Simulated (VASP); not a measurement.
# Sn (Fd-3m) in VASP: band structure with HSE06

Aim: the band structure of Sn with HSE06.

Program: VASP 6.6.1. These are calculated values, not measurements. Logs are shortened: lines on timing, memory, paths and dates and some standing lists are left out, and cuts for length are marked.

## 1. The crystal as given

Symmetry: Fd-3m, No. 227, cubic system. The conventional cell has a = 6.535 Å, b = 6.535 Å, c = 6.535 Å, α = 90.00°, β = 90.00°, γ = 90.00°. Sn (site symmetry -43m) is surrounded by 4 Sn at 2.83 Å.

This isn't the form of Sn at room conditions, which is tetragonal (white tin).

## 2. Band structure, HSE06

The input, POSCAR:

```
Sn                                      
1.0
    0.0000000000      3.2676744116      3.2676744116
    3.2676744116      0.0000000000      3.2676744116
    3.2676744116      3.2676744116      0.0000000000
  Sn            
     2
Direct
     0.0000000000000000    0.0000000000000000    0.0000000000000000
     0.2500000000000000    0.2500000000000000    0.2500000000000000
```

The input, INCAR.step1:

```
ALGO = Normal ; EDIFF = 1E-5
ENCUT = 520 ; GGA = PE
ISIF = 2 ; ISMEAR = 0
KPAR = 4 ; LASPH = T
LCHARG = F ; LREAL = F
LWAVE = T ; NBANDS = 21
NELM = 60 ; PREC = Accurate
SIGMA = 0.02
```

The input, INCAR.step2:

```
ALGO = Normal ; EDIFF = 1E-7
ENCUT = 520 ; GGA = PE
HFSCREEN = 0.2 ; ISIF = 2
ISMEAR = 0 ; ISTART = 1
KPAR = 4 ; LASPH = T
LCHARG = F ; LHFCALC = T
LREAL = F ; LWAVE = F
NBANDS = 21 ; NELM = 60
PREC = Accurate ; PRECFOCK = Fast
SIGMA = 0.02
```

The input, KPOINTS:

```
k-points
0
Gamma
  6 6 6
```

The input, KPOINTS_OPT:

```
path GXWKGLUWLK,UX
12
line-mode
reciprocal
 0.0000000000  0.0000000000  0.0000000000  G
 0.5000000000  0.0000000000  0.5000000000  X

 0.5000000000  0.0000000000  0.5000000000  X
 0.5000000000  0.2500000000  0.7500000000  W

 0.5000000000  0.2500000000  0.7500000000  W
 0.3750000000  0.3750000000  0.7500000000  K

 0.3750000000  0.3750000000  0.7500000000  K
 0.0000000000  0.0000000000  0.0000000000  G

 0.0000000000  0.0000000000  0.0000000000  G
 0.5000000000  0.5000000000  0.5000000000  L

 0.5000000000  0.5000000000  0.5000000000  L
 0.6250000000  0.2500000000  0.6250000000  U

 0.6250000000  0.2500000000  0.6250000000  U
 0.5000000000  0.2500000000  0.7500000000  W

 0.5000000000  0.2500000000  0.7500000000  W
 0.5000000000  0.5000000000  0.5000000000  L

 0.5000000000  0.5000000000  0.5000000000  L
 0.3750000000  0.3750000000  0.7500000000  K

 0.6250000000  0.2500000000  0.6250000000  U
 0.5000000000  0.0000000000  0.5000000000  X
```

Potentials or basis: VASP PAW PBE potentials, release 64 (Sn_d).

Run with:

```sh
cat potpaw_PBE.64/Sn_d/POTCAR > POTCAR
cp INCAR.step1 INCAR
mpirun -np 4 vasp_std > vasp.out
cp INCAR.step2 INCAR
mpirun -np 4 vasp_std > vasp.out
```

OUTCAR:

```text
EDIFF = 1E-7
   ENCUT = 520
   GGA = PE
   HFSCREEN = 0.2
   ISIF = 2
   ISMEAR = 0
   ISTART = 1
   LASPH = T
   LHFCALC = T
   LREAL = F
   NELM = 60
   PREC = Accurate
   PRECFOCK = Fast

 ion  position               nearest neighbor table
   1  0.000  0.000  0.000-   2 2.83   2 2.83   2 2.83   2 2.83
   2  0.250  0.250  0.250-   1 2.83   1 2.83   1 2.83   1 2.83

  LATTYP: Found a face centered cubic cell.
 ALAT       =     6.5353488232

  Lattice vectors:

 A1 = (   0.0000000000,   3.2676744116,   3.2676744116)
 A2 = (   3.2676744116,   0.0000000000,   3.2676744116)
 A3 = (   3.2676744116,   3.2676744116,   0.0000000000)

Analysis of symmetry for initial positions (statically):
=====================================================================
 Subroutine PRICEL returns:
 Original cell was already a primitive cell.

 Routine SETGRP: Setting up the symmetry group for a
 face centered cubic supercell.

 Subroutine GETGRP returns: Found 48 space group operations
 (whereof 24 operations were pure point group operations)
 out of a pool of 48 trial point group operations.

The static configuration has the point symmetry T_d .
 The point group associated with its full space group is O_h .

Analysis of symmetry for dynamics (positions and initial velocities):
=====================================================================
 Subroutine PRICEL returns:
 Original cell was already a primitive cell.

 Routine SETGRP: Setting up the symmetry group for a
 face centered cubic supercell.

 Subroutine GETGRP returns: Found 48 space group operations
 (whereof 24 operations were pure point group operations)
 out of a pool of 48 trial point group operations.

The dynamic configuration has the point symmetry T_d .
 The point group associated with its full space group is O_h .

 Subroutine INISYM returns: Found 48 space group operations
 (whereof 24 operations are pure point group operations),
 and found     1 'primitive' translations

----------------------------------------------------------------------------------------

                                     Primitive cell

  volume of cell :      69.7825

  direct lattice vectors                    reciprocal lattice vectors
     0.000000000  3.267674412  3.267674412    -0.153014021  0.153014021  0.153014021
     3.267674412  0.000000000  3.267674412     0.153014021 -0.153014021  0.153014021
     3.267674412  3.267674412  0.000000000     0.153014021  0.153014021 -0.153014021

  length of vectors
     4.621189470  4.621189470  4.621189470     0.265028058  0.265028058  0.265028058

  position of ions in fractional coordinates (direct lattice)
     0.000000000  0.000000000  0.000000000
     0.250000000  0.250000000  0.250000000

  ion indices of the primitive-cell ions
   primitive index   ion index
                 1           1
                 2           2

----------------------------------------------------------------------------------------

 KPOINTS: k-points

Automatic generation of k-mesh.
 Grid dimensions read from file:
 generate k-points for:    6    6    6

 Generating k-lattice:

  Cartesian coordinates                     Fractional coordinates (reciprocal lattice)
    -0.025502337  0.025502337  0.025502337     0.166666667  0.000000000  0.000000000
     0.025502337 -0.025502337  0.025502337     0.000000000  0.166666667  0.000000000
     0.025502337  0.025502337 -0.025502337     0.000000000  0.000000000  0.166666667

  Length of vectors
     0.044171343  0.044171343  0.044171343

  Shift w.r.t. Gamma in fractional coordinates (k-lattice)
     0.000000000  0.000000000  0.000000000

 Subroutine IBZKPT returns following result:
 ===========================================

 Found     16 irreducible k-points:

 Following reciprocal coordinates:
            Coordinates               Weight
  0.000000  0.000000  0.000000      1.000000
  0.166667  0.000000  0.000000      8.000000
  0.333333  0.000000  0.000000      8.000000
  0.500000  0.000000  0.000000      4.000000
  0.166667  0.166667  0.000000      6.000000
  0.333333  0.166667  0.000000     24.000000
[... 8 lines left out ...]
 -0.333333  0.333333  0.166667     24.000000
 -0.333333  0.500000  0.166667     12.000000
   k-points           NKPTS =     16   k-points in BZ     NKDIM =    216   number of bands    NBANDS=     21
   number of dos      NEDOS =    301   number of ions     NIONS =      2
   total plane-waves  NPLWV =  46656
   dimension x,y,z NGX =    36 NGY =   36 NGZ =   36
   dimension x,y,z NGXF=    72 NGYF=   72 NGZF=   72
   ions per type =               2
   NGX,Y,Z   is equivalent  to a cutoff of  12.95, 12.95, 12.95 a.u.
   NGXF,Y,Z  is equivalent  to a cutoff of  25.90, 25.90, 25.90 a.u.
 SYSTEM =  unknown system
   PREC   = accura    normal or accurate (medium, high low for compatibility)
   ISTART =      1    job   : 0-new  1-cont  2-samecut
   ICHARG =      0    charge: 1-file 2-atom 10-const
   ISPIN  =      1    spin polarized calculation?
   LNONCOLLINEAR =      F non collinear calculations
   LSORBIT =      F    spin-orbit coupling
   LASPH  =      T    aspherical Exc in radial PAW
   ENCUT  =  520.0 eV  38.22 Ry    6.18 a.u.   8.59  8.59  8.59*2*pi/ulx,y,z
   NELM   =     60;   NELMIN=  2; NELMDL=  0     # of ELM steps
   EDIFF  = 0.1E-06   stopping-criterion for ELM
   LREAL  =      F    real-space projection
   EDIFFG = 0.1E-05   stopping-criterion for IOM
   NSW    =      0    number of steps for IOM
   IBRION =     -1    ionic relax: 0-MD 1-quasi-New 2-CG
   NFREE  =      0    steps in history (QN), initial steepest desc. (CG)
   ISIF   =      2    stress and relaxation
   ISYM   =      3    0-nonsym 1-usesym 2-fastsym
   POTIM  = 0.5000    time-step for ionic-motion
   TEBEG  =    0.0;   TEEND  =   0.0 temperature during run
   PSTRESS=    0.0 pullay stress
   NELECT =      28.0000    total number of electrons
   NUPDOWN=      -1.0000    fix difference up-down
   EMIN   =  10.00;   EMAX   =-10.00  energy-range for DOS
   EFERMI =   0.00;   METHOD = LEGACY
   ISMEAR =     0;   SIGMA  =   0.02  broadening in eV -4-tet -1-fermi 0-gaus
   EFERMI_NEDOS =   21; number of points for ismear=-14 and -15
   IALGO  =     38    algorithm
   IMIX   =      1    mixing-type and parameters
     AMIX     =   0.40;   BMIX     =  1.00
     AMIX_MAG =   1.60;   BMIX_MAG =  1.00
  volume/ion in A,a.u.               =      34.89       235.46
  Fermi-wavevector in a.u.,A,eV,Ry     =   1.207477  2.281800 19.837292  1.458000
  Thomas-Fermi vector in A             =   2.343113
   LORBIT       =      0    0 simple, 1 ext, 2 COOP (PROOUT), +10 PAW based schemes
   GGA     = PE    functional components
   LHFCALC =     T    Hartree Fock is set to
   PRECFOCK=fast      Normal, Fast or Accurate (Low or Medium for compatibility)
   ENCUT4O =  -1.0   cutoff for four orbital integrals eV
   NKREDX  =     1    reduce k-point grid by
   NKREDY  =     1    reduce k-point grid by
   NKREDZ  =     1    reduce k-point grid by
   AEXX    =    0.2500 exact exchange contribution
   HFSCREEN=    0.2000 screening length (either q_TF or 0.3 A-1)
   HFSCREENC=   0.2000 screening length for correlation (either q_TF or 0.3 A-1)
   ENCUTFOCK=  -1.0 apply spherical cutoff to Coloumb kernel
   IVDW    =     0    specifies the selected vdW correction
   LEPSILON=     F    determine dielectric tensor
   LRPA    =     F    only Hartree local field effects (RPA)
 non-spin polarized calculation
 Gauss-broadening in eV      SIGMA  =   0.02
  energy-cutoff  :      520.00
  volume of cell :       69.78
 maximum number of plane-waves:      1895
 NGX is ok and might be reduce to    36
  NGX = 20; NGY = 20; NGZ = 20

 number of electron      27.9999987 magnetization

 Free energy of the ion-electron system (eV)
  ---------------------------------------------------
  ext. energy  EPLUGINS =         0.00000000
  ---------------------------------------------------
  free energy    TOTEN  =        -9.05449774 eV

  energy without entropy =       -9.05435491  energy(sigma->0) =       -9.05442632

 E-fermi :   5.2443     XC(G=0):  -7.3327

 val. band max:        5.2382004920   @ k =   0.0000   0.0000   0.0000
 cond. band min:       5.5802720710   @ k =   0.5000   0.0000   0.0000
 fundamental gap:      0.3420715790
 Fermi energy:         5.2442903852

 k-point     1 :       0.0000    0.0000    0.0000
  band No.  band energies     occupation
      1     -18.6199      2.00000
      2     -18.6199      2.00000
      3     -18.6199      2.00000
      4     -18.5626      2.00000
      5     -18.5626      2.00000
      6     -18.2605      2.00000
[... 13 lines left out ...]
     20      13.7954      0.00000
     21      13.7954      0.00000

 k-point     2 :       0.1667    0.0000    0.0000
  band No.  band energies     occupation
      1     -18.6362      2.00000
      2     -18.6362      2.00000
      3     -18.6138      2.00000
      4     -18.5391      2.00000
      5     -18.5391      2.00000
      6     -18.2880      2.00000
[... 13 lines left out ...]
     20      12.7175      0.00000
     21      12.7175      0.00000

 k-point     3 :       0.3333    0.0000    0.0000
  band No.  band energies     occupation
      1     -18.6519      2.00000
      2     -18.6519      2.00000
      3     -18.6012      2.00000
      4     -18.5114      2.00000
      5     -18.5114      2.00000
      6     -18.3100      2.00000
[... 13 lines left out ...]
     20      13.1772      0.00000
     21      13.1772      0.00000

 k-point     4 :       0.5000    0.0000    0.0000
  band No.  band energies     occupation
      1     -18.6563      2.00000
      2     -18.6563      2.00000
      3     -18.5946      2.00000
      4     -18.5028      2.00000
      5     -18.5028      2.00000
      6     -18.3156      2.00000
[... 13 lines left out ...]
     20      14.7571      0.00000
     21      14.7596      0.00000

 k-point     5 :       0.1667    0.1667    0.0000
  band No.  band energies     occupation
      1     -18.6344      2.00000
      2     -18.6344      2.00000
      3     -18.6293      2.00000
      4     -18.5411      2.00000
      5     -18.5117      2.00000
      6     -18.3347      2.00000
[... 13 lines left out ...]
     20      12.4491      0.00000
     21      14.1247      0.00000
[... 190 lines left out ...]
     20      15.3018      0.00000
     21      16.3268      0.00000

 k-point    14 :       0.5000    0.3333    0.1667
  band No.  band energies     occupation
      1     -18.6772      2.00000
      2     -18.6718      2.00000
      3     -18.5623      2.00000
      4     -18.4831      2.00000
      5     -18.4361      2.00000
      6     -18.4104      2.00000
[... 13 lines left out ...]
     20      13.9834      0.00000
     21      15.7661      0.00000

 k-point    15 :      -0.3333    0.3333    0.1667
  band No.  band energies     occupation
      1     -18.6909      2.00000
      2     -18.6765      2.00000
      3     -18.5303      2.00000
      4     -18.4569      2.00000
      5     -18.4272      2.00000
      6     -18.4149      2.00000
[... 13 lines left out ...]
     20      15.3107      0.00000
     21      15.6046      0.00000

 k-point    16 :      -0.3333    0.5000    0.1667
  band No.  band energies     occupation
      1     -18.6849      2.00000
      2     -18.6849      2.00000
      3     -18.4997      2.00000
      4     -18.4997      2.00000
      5     -18.4077      2.00000
      6     -18.4077      2.00000
[... 13 lines left out ...]
     20      15.0441      0.00000
     21      16.2270      0.00000

------------------------ aborting loop because EDIFF is reached ----------------------------------------

  FORCE on cell =-STRESS in cart. coord.  units (eV):
  Direction    XX          YY          ZZ          XY          YZ          ZX
  --------------------------------------------------------------------------------------
  -------------------------------------------------------------------------------------
  Total        0.1849025      0.1849025      0.1849025      0.0000000     -0.0000000     -0.0000000
  in kB        4.2452861      4.2452861      4.2452861      0.0000000     -0.0000000     -0.0000000
  external PRESSURE =       4.2452861 kB  Pullay stress =       0.0000000 kB

 VOLUME and BASIS-vectors are now :
 -----------------------------------------------------------------------------
  energy-cutoff  :      520.00
  volume of cell :       69.78
      direct lattice vectors                 reciprocal lattice vectors
     0.000000000  3.267674412  3.267674412    -0.153014021  0.153014021  0.153014021
     3.267674412  0.000000000  3.267674412     0.153014021 -0.153014021  0.153014021
     3.267674412  3.267674412  0.000000000     0.153014021  0.153014021 -0.153014021

 POSITION                                       TOTAL-FORCE (eV/Angst)
 -----------------------------------------------------------------------------------
      0.00000      0.00000      0.00000        -0.000000     -0.000000      0.000000
      1.63384      1.63384      1.63384         0.000000      0.000000     -0.000000
 -----------------------------------------------------------------------------------
    total drift:                               -0.000001     -0.000000     -0.000001

  FREE ENERGIE OF THE ION-ELECTRON SYSTEM (eV)
  ---------------------------------------------------
  free  energy   TOTEN  =        -9.0544977412 eV

  energy  without entropy=       -9.0543549057  energy(sigma->0) =       -9.05442632
```

Run time: 56 min. Hardware: 4 MPI ranks of Intel Xeon 6975P-C (Granite Rapids), shared host; peak memory 0.44 GiB.

What came out:

```yaml
Free_energy: -9.0545 eV
Pressure: 0.4 GPa
Band_gap_along_the_path: none (metal or under the smearing width)
```

Levels at the corners of the path, in eV from the Fermi level:
| point | band 12 | band 13 | band 14 | band 15 | band 16 | band 17 |
| --- | --- | --- | --- | --- | --- | --- |
| Γ | -0.29 | -0.01 | -0.01 | -0.01 | 2.60 | 2.60 |
| X | -8.25 | -2.72 | -2.72 | 1.18 | 1.18 | 8.54 |
| X | -8.25 | -2.72 | -2.72 | 1.18 | 1.18 | 8.54 |
| W | -8.18 | -3.32 | -3.32 | 3.98 | 3.98 | 4.51 |
| W | -8.18 | -3.32 | -3.32 | 3.98 | 3.98 | 4.51 |
| K | -7.71 | -3.68 | -2.34 | 1.48 | 3.88 | 6.43 |
| K | -7.71 | -3.68 | -2.34 | 1.48 | 3.88 | 6.43 |
| Γ | -0.29 | -0.01 | -0.01 | -0.01 | 2.60 | 2.60 |
| Γ | -0.29 | -0.01 | -0.01 | -0.01 | 2.60 | 2.60 |
| L | -6.90 | -1.28 | -1.28 | 0.34 | 3.72 | 3.72 |
| L | -6.90 | -1.28 | -1.28 | 0.34 | 3.72 | 3.72 |
| U | -7.71 | -3.68 | -2.34 | 1.48 | 3.88 | 6.43 |
| U | -7.71 | -3.68 | -2.34 | 1.48 | 3.88 | 6.43 |
| W | -8.18 | -3.32 | -3.32 | 3.98 | 3.98 | 4.51 |
| W | -8.18 | -3.32 | -3.32 | 3.98 | 3.98 | 4.51 |
| L | -6.90 | -1.28 | -1.28 | 0.34 | 3.72 | 3.72 |
| L | -6.90 | -1.28 | -1.28 | 0.34 | 3.72 | 3.72 |
| K | -7.71 | -3.68 | -2.34 | 1.48 | 3.88 | 6.43 |
| U | -7.71 | -3.68 | -2.34 | 1.48 | 3.88 | 6.43 |
| X | -8.25 | -2.72 | -2.72 | 1.18 | 1.18 | 8.54 |

Caveat: the PAW data sets were made with another functional, which shifts forces and pressure a little; spin-orbit coupling is left out, which moves the levels of the heavy elements.
